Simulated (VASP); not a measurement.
Runs of VASP 6.6.1 on B. Symmetry: Pm-3m, No. 221, cubic system. The conventional cell has a = 1.885 Å, b = 1.885 Å, c = 1.885 Å, α = 90.00°, β = 90.00°, γ = 90.00°. B (site symmetry m-3m) is surrounded by 6 B at 1.89 Å. The cell was built by a generator and needn't be a form met in nature.

```csv
level,gap on the mesh (eV),pressure (GPa),relaxed volume (Å³/atom)
PBE,none,0.0,6.71
PBE+MBD,none,0.0,6.53
PBE+TS,none,0.0,6.43
PBE+TS-HI,none,0.0,(b)
PBE+rVV10,none,0.0,-
PBE+D2,none,0.0,6.53
PBE+dDsC,none,-0.1,6.57
PBE+D4,none,0.0,(a)
```

Alike in all rows: task relaxation of cell and atoms; potentials or basis VASP PAW PBE potentials, release 64 (B); no spin polarisation; cell relaxed; k mesh 14 × 14 × 14; cutoff (eV) 600; smearing fermi-dirac 0.05 eV.

**Question.** Estimate the missing entries.

**Answer.** (a) 6.56; (b) 6.45.

Caveats: pairwise dispersion overbinds metals, which lowers pressure and volume (some runs); atom-pairwise D2, TS and ULG terms overbind metals (some runs); the relaxation stopped at its first step, so nothing moved (some runs).

A gap of «none» marks a metal or a gap under the smearing width.
